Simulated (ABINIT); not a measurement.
Input of an ABINIT 10.8.3 (patched build) run:

The input run.abi:

```
# Pseudopotentials
pp_dirpath "./"
pseudos "Te.upf"

# Structure
acell 4.382851324 4.382851324 5.9768344683 Angstrom
rprim
     0.8716447687    -0.4901381410     0.0000000000
     0.8716447687     0.4901381410     0.0000000000
    -0.0157760547     0.0000000000     0.9998755503
ntypat 1
znucl 52
natom 3
typat 1 1 1
xred
     0.0000000000     0.0000000000     0.0000000000
     0.3094466100     0.3094466100     0.3388094900
     0.6905533900     0.6905533900     0.6611905100
chkprim 0
chksymtnons 0
tolsym 1.0e-6

# Plane-wave basis
ecut 34.0

# k points
kptopt 1
ngkpt 5 5 4
nshiftk 1
shiftk 0.0 0.0 0.0

# Exchange and correlation
ixc -116133

# Bands and occupations
nband 29
occopt 3
tsmear 0.05 eV

# SCF cycle
nstep 100
tolvrs 1.0e-10

# Output
iomode 3
prtwf 0
prtden 0
prteig 0
prtebands 0
enunit 2
```

Potentials or basis: PseudoDojo NC SR PBEsol v0.4.1 standard.

Run with:

```bash
$ mpirun --bind-to none -np 4 abinit run.abi > log 2>&1
```

(1) Predict the band gap on the k mesh.

(2) What does it give for the pressure?

## Answers

(1) none (metal or under the smearing width).

(2) -2.4 GPa.

Caveat: the cutoff is short for stress, so the pressure is rough.
